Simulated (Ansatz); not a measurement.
Rocksalt BN was put through Ansatz (plane waves). The cell was relaxed with r2SCAN and then strained (epitaxial +1.0 % in the plane normal to [111], free normal strain +0.08 %), with the atoms relaxed again with r2SCAN; k points keep the names of the unstrained zone.

The cell:
```
CELL_PARAMETERS angstrom
-0.01074 1.75254 1.75254
1.75254 -0.01074 1.75254
1.75254 1.75254 -0.01074
ATOMIC_POSITIONS crystal
B 0.00000 0.00000 0.00000
N 0.50000 0.50000 0.50000
```

What the program printed (shortened):
```
scf.n_extra_bands = 4 over 4 filled bands (N_el = 8.0): the run solves 8 bands
Functional definition: r2SCAN
Crystal: 2 atoms, lattice volume = 10.864 Å³
Basis set: ecut = 500 eV, 283 PW (Γ)
Bands: 8, of which v1, the nominal top of the filled ones, is band 4 counted from 1 (3 counted from 0)
Symmetry: 12 space group operations
Space group: R-3m (ITA 166)
k-points: 189 of 1728
SCF 1 converged in 7 iterations: F = -540.243997 eV  dr2 = 1.43e-9
SCF converged after 7 iterations
Free energy (F): -540.243997 eV
Fermi energy:    14.226967 eV
--- Per-component energies (eV) ---
  E_band       = 40.879896
  E_kinetic    = 182.503000
  E_local      = -128.330476
  E_nonlocal   = 54.962718
  E_hartree    = 36.911869
  E_xc         = -91.383163
  E_vxc        = -126.931110
  E_paw        = -208.679657
  E_vpaw       = -22.291570
  E_vtau       = 7.143713
  E_ewald      = -386.180301
  E_core_change = -0.048007
--- Forces (eV/Å), atoms counted from 1 ---
  atom   1  B       0.00000      0.00000      0.00000
  atom   2  N       0.00000      0.00000      0.00000
--- Stress (GPa, compression-positive) ---
       -7.832244       3.916358       3.916358
        3.916358      -7.832244       3.916358
        3.916358       3.916358      -7.832244
  P = ⅓ Tr σ = -7.8322 GPa (-78.322 kbar)
--- Band table (eV; the first three rows and the last of 189) ---
  k-point 0: bands = [-9.2486, 13.1905, 13.1905, 13.4102, 23.5024, 27.0598, 27.1296, 27.1296]
  k-point 1: bands = [-9.0484, 12.3208, 13.1774, 13.3702, 23.8061, 26.3634, 26.4115, 26.9260]
  k-point 2: bands = [-8.4531, 10.1402, 13.1596, 13.3329, 23.9459, 24.7660, 24.7764, 26.8958]
  k-point 188: bands = [-3.9041, 1.3057, 13.3769, 13.3769, 19.7957, 19.7957, 21.7017, 28.3983]
```

bands.tsv, columns around the gap (it counts bands from 0):
```tsv
# k_distance	band_0	band_1	band_2	band_3	band_4	band_5	band_6	band_7
# fermi_ev = 14.226967
# [0, 0, 0] at k_distance = 0.000000
# [0.5, 0, 0.5] at k_distance = 1.787166
# [0.625, 0.25, 0.625] at k_distance = 2.420961
# [0.375, 0.375, 0.75] at k_distance = 3.512007
# [0.5, 0.5, 0.5] at k_distance = 4.603054
# [0.5, 0.25, 0.75] at k_distance = 5.862885
# [0, 0.166667, -0.167969] at k_distance = 8.480464
# [0, 0.5, 0.5] at k_distance = 10.458650
# levels_relative_to = fermi_ev
0.000	-23.476	-1.036	-1.036	-0.817	9.275	12.833	12.903	12.903
1.787	-15.480	-12.136	-5.931	-5.743	1.127	9.589	15.497	15.552
2.421	-15.671	-10.863	-9.249	-4.630	3.335	11.910	13.382	16.195
3.512	-15.671	-10.863	-9.249	-4.630	3.335	11.910	13.382	16.195
4.603	-18.131	-12.921	-0.850	-0.850	5.569	5.569	7.475	14.171
5.863	-15.304	-9.702	-9.701	-7.305	7.348	8.305	15.212	15.302
8.480	-21.370	-5.963	-4.426	0.000	7.223	8.497	11.985	12.899
10.459	-15.480	-12.136	-5.931	-5.743	1.127	9.589	15.497	15.552
```
In order the rows are Γ, X, U, K, L, W, Γ–K (0.45), X.

Task: Reconstruct the input.

Result:
```yaml
crystal:
  # lattice and atoms as above
kpoints:
  mp_grid: { grid: [12, 12, 12] }
  band_path:
    path:
      - [0.0, 0.0, 0.0]
      - [0.5, 0.0, 0.5]
      - [0.625, 0.25, 0.625]
      - [0.375, 0.375, 0.75]
      - [0.5, 0.5, 0.5]
      - [0.5, 0.25, 0.75]
      - [0.0, 0.166667, -0.167969]
      - [0.0, 0.5, 0.5]
    npoints: 1
hamiltonian:
  xc: r2scan
scf:
  occupations: { method: fixed }
  n_extra_bands: 4
output:
  forces: true
  stress: true
  eigenvalues: true
```
The term E_vtau belongs to a meta-GGA, which reads the kinetic-energy density. A single point prints forces and stress when the output block asks for them. This is the file that was run; thresholds and some counts can't be read off the log exactly.

Run as `ansatz run input.yaml --threads 2 --pin off --max-ram 2211MiB --backend cpu --events-out ev --progress --plain --runs-dir out`.

No spin polarisation and no zero-point or thermal motion; the cell was built from a prototype and may be hypothetical.
